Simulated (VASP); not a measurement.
# TiC (I4mm) in VASP: electric field gradients with PBE

Aim: the electric field gradients of TiC with PBE.

Program: VASP 6.6.1. These are calculated values, not measurements. Logs are shortened: lines on timing, memory, paths and dates and some standing lists are left out, and cuts for length are marked.

## 1. The cell of the first run

The structure is tetragonal, space group I4mm (No. 107). The conventional cell has a = 3.060 Å, b = 3.060 Å, c = 4.328 Å, α = 90.00°, β = 90.00°, γ = 90.00°. Ti (site symmetry 4mm) is surrounded by 6 C at 2.08 to 2.24 Å. Around C (site symmetry 4mm) lie 6 Ti at 2.08 to 2.24 Å.

## 2. Electric field gradients, PBE (atom 1 (Ti) moved by [0.08, 0.0, 0.0] A, PAW files)

Input file INCAR:

```
PREC = Accurate
ENCUT = 520
EDIFF = 1E-8
ISMEAR = -1
SIGMA = 0.03
LREAL = F
LASPH = T
NELM = 100
ALGO = Fast
ISIF = 2
LWAVE = F
LCHARG = F
GGA = PE
LEFG = T
NBANDS = 15
```

Input file KPOINTS:

```
regular mesh
0
Gamma
  14 14 14
```

Input file POSCAR:

```
TiC
1.0
    0.0000000000      2.1640000000      2.1640000000
    2.1640000000      0.0000000000      2.1640000000
    2.1640000000      2.1640000000      0.0000000000
Ti C
1 1
Direct
   -0.0184842884      0.0184842884      0.0184842884
    0.5000000000      0.5000000000      0.5000000000
```

Potentials or basis: VASP PAW PBE potentials, release 64 (Ti_sv, C).

The run is started by

```
cat potpaw_PBE.64/Ti_sv/POTCAR potpaw_PBE.64/C/POTCAR > POTCAR
mpirun -np 1 vasp_std > vasp.out
```

OUTCAR:

```text
PREC = Accurate
   ENCUT = 520
   EDIFF = 1E-8
   ISMEAR = -1
   LREAL = F
   LASPH = T
   NELM = 100
   ISIF = 2
   GGA = PE

 ion  position               nearest neighbor table
   1  0.982  0.018  0.018-   2 2.08   2 2.17   2 2.17   2 2.17   2 2.17   2 2.24
   2  0.500  0.500  0.500-   1 2.08   1 2.17   1 2.17   1 2.17   1 2.17   1 2.24

  LATTYP: Found a face centered cubic cell.
 ALAT       =     4.3280000000

  Lattice vectors:

 A1 = (   0.0000000000,   2.1640000000,   2.1640000000)
 A2 = (   2.1640000000,   0.0000000000,   2.1640000000)
 A3 = (   2.1640000000,   2.1640000000,   0.0000000000)

Analysis of symmetry for initial positions (statically):
=====================================================================
 Subroutine PRICEL returns:
 Original cell was already a primitive cell.

 Routine SETGRP: Setting up the symmetry group for a
 face centered cubic supercell.

 Subroutine GETGRP returns: Found  8 space group operations
 (whereof  8 operations were pure point group operations)
 out of a pool of 48 trial point group operations.

The static configuration has the point symmetry C_4v.

Analysis of symmetry for dynamics (positions and initial velocities):
=====================================================================
 Subroutine PRICEL returns:
 Original cell was already a primitive cell.

 Routine SETGRP: Setting up the symmetry group for a
 face centered cubic supercell.

 Subroutine GETGRP returns: Found  8 space group operations
 (whereof  8 operations were pure point group operations)
 out of a pool of 48 trial point group operations.

The dynamic configuration has the point symmetry C_4v.

 Subroutine INISYM returns: Found  8 space group operations
 (whereof  8 operations are pure point group operations),
 and found     1 'primitive' translations

----------------------------------------------------------------------------------------

                                     Primitive cell

  volume of cell :      20.2676

  direct lattice vectors                    reciprocal lattice vectors
     0.000000000  2.164000000  2.164000000    -0.231053604  0.231053604  0.231053604
     2.164000000  0.000000000  2.164000000     0.231053604 -0.231053604  0.231053604
     2.164000000  2.164000000  0.000000000     0.231053604  0.231053604 -0.231053604

  length of vectors
     3.060358149  3.060358149  3.060358149     0.400196582  0.400196582  0.400196582

[... 129 lines left out ...]
 E-fermi :   9.4750     XC(G=0): -12.7067

 val. band max:        9.4572012920   @ k =   0.2143   0.2143   0.0000
 cond. band min:       9.4839307871   @ k =   0.0000   0.4286   0.3571
 fundamental gap:      0.0267294951
 Fermi energy:         9.4750204862

 k-point     1 :       0.0000    0.0000    0.0000
  band No.  band energies     occupation
      1     -47.1398      2.00000
      2     -23.1652      2.00000
      3     -23.1652      2.00000
      4     -23.1610      2.00000
      5      -2.9615      2.00000
      6       9.9334      0.00000
      7       9.9334      0.00000
      8      10.1341      0.00000
      9      10.4630      0.00000
     10      11.1585      0.00000
     11      11.3419      0.00000
     12      11.3419      0.00000
     13      11.8724      0.00000
     14      19.9288      0.00000
[... 401 lines left out ...]
      2     -23.6454      2.00000
      3     -23.2305      2.00000
      4     -23.2141      2.00000
      5       0.3324      2.00000
      6       3.8857      2.00000
      7       6.6023      2.00000
      8       6.6275      2.00000
      9      12.2241      0.00000
     10      12.3037      0.00000
     11      13.4122      0.00000
     12      16.8087      0.00000
     13      17.5242      0.00000
     14      18.4945      0.00000
     15      24.3541      0.00000

 [... further k-points ...]
[... 5 lines left out ...]
  --------------------------------------------------------------------------------------
  -------------------------------------------------------------------------------------
  Total        0.3756724      0.1595450      0.1595450      0.0000000      0.0000000      0.0000000
  in kB       29.6973804     12.6122331     12.6122331      0.0000000      0.0000000      0.0000000
  external PRESSURE =      18.3072822 kB  Pullay stress =       0.0000000 kB

 VOLUME and BASIS-vectors are now :
 -----------------------------------------------------------------------------
  energy-cutoff  :      520.00
  volume of cell :       20.27
      direct lattice vectors                 reciprocal lattice vectors
     0.000000000  2.164000000  2.164000000    -0.231053604  0.231053604  0.231053604
     2.164000000  0.000000000  2.164000000     0.231053604 -0.231053604  0.231053604
     2.164000000  2.164000000  0.000000000     0.231053604  0.231053604 -0.231053604

 POSITION                                       TOTAL-FORCE (eV/Angst)
 -----------------------------------------------------------------------------------
      0.08000      2.16400      2.16400        -0.728223      0.000000      0.000000
      2.16400      2.16400      2.16400         0.728223      0.000000      0.000000
 -----------------------------------------------------------------------------------
    total drift:                               -0.000042      0.000000      0.000000

  FREE ENERGIE OF THE ION-ELECTRON SYSTEM (eV)
  ---------------------------------------------------
  free  energy   TOTEN  =       -18.6794520185 eV

  energy  without entropy=      -18.6786342996  energy(sigma->0) =      -18.67904316

 Electric field gradients (V/A^2)
---------------------------------------------------------------------
 ion       V_xx      V_yy      V_zz      V_xy      V_xz      V_yz
---------------------------------------------------------------------
   1      -3.647     1.824     1.824     0.000     0.000     0.000
   2      -1.314     0.657     0.657     0.000     0.000     0.000
---------------------------------------------------------------------

 Electric field gradients after diagonalization (V/A^2)
 (convention: |V_zz| > |V_xx| > |V_yy|)
----------------------------------------------------------------------
 ion       V_xx      V_yy      V_zz     asymmetry (V_yy - V_xx)/ V_zz
----------------------------------------------------------------------
   1       1.824     1.824    -3.647       0.000
   2       0.657     0.657    -1.314       0.000
----------------------------------------------------------------------

           NMR quadrupolar parameters

 Cq : quadrupolar parameter    Cq=e*Q*V_zz/h
 eta: asymmetry parameters     (V_yy - V_xx)/ V_zz
 Q  : nuclear electric quadrupole moment in mb (millibarn)
----------------------------------------------------------------------
 ion       Cq(MHz)       eta       Q (mb)
----------------------------------------------------------------------
   1      -0.009       0.000       1.000
   2      -0.003       0.000       1.000
----------------------------------------------------------------------
```

OSZICAR:

```text
N       E                     dE             d eps       ncg     rms          rms(c)
DAV:   1     0.116864449701E+03    0.11686E+03   -0.77220E+03  7336   0.128E+03
DAV:   2    -0.165899854113E+02   -0.13345E+03   -0.12471E+03  7817   0.336E+02
DAV:   3    -0.240436674031E+02   -0.74537E+01   -0.73416E+01  9606   0.775E+01
[... 23 lines left out ...]
RMM:  27    -0.186794519615E+02   -0.25806E-07   -0.41210E-07  8438   0.305E-03    0.287E-04
RMM:  28    -0.186794519939E+02   -0.32403E-07   -0.26884E-07  8148   0.256E-03    0.168E-04
RMM:  29    -0.186794520055E+02   -0.11551E-07   -0.17886E-07  7754   0.229E-03    0.461E-05
RMM:  30    -0.186794520154E+02   -0.99474E-08   -0.11746E-07  7571   0.200E-03    0.344E-05
RMM:  31    -0.186794520185E+02   -0.30689E-08   -0.83405E-08  7257   0.179E-03
   1 F= -.18679452E+02 E0= -.18679043E+02  d E =-.817719E-03
```

Wall time 58 s (1 thread of Intel Xeon 6975P-C (Granite Rapids), shared host); peak memory 0.2 GiB.

What came out:

```
Free energy            : -18.6795 eV
Pressure               : 1.8 GPa
Largest force          : 0.728 eV/Å
Band gap on the k mesh : none (metal or under the smearing width)
```

Forces on the atoms (eV/Å):
```
Ti  -0.728  0.000  0.000
C    0.728  0.000  0.000
```

Electric field gradients, principal values (V/Å²):
```tsv
atom	Vxx	Vyy	Vzz
1 Ti	1.824	1.824	-3.647
2 C	0.657	0.657	-1.314
```
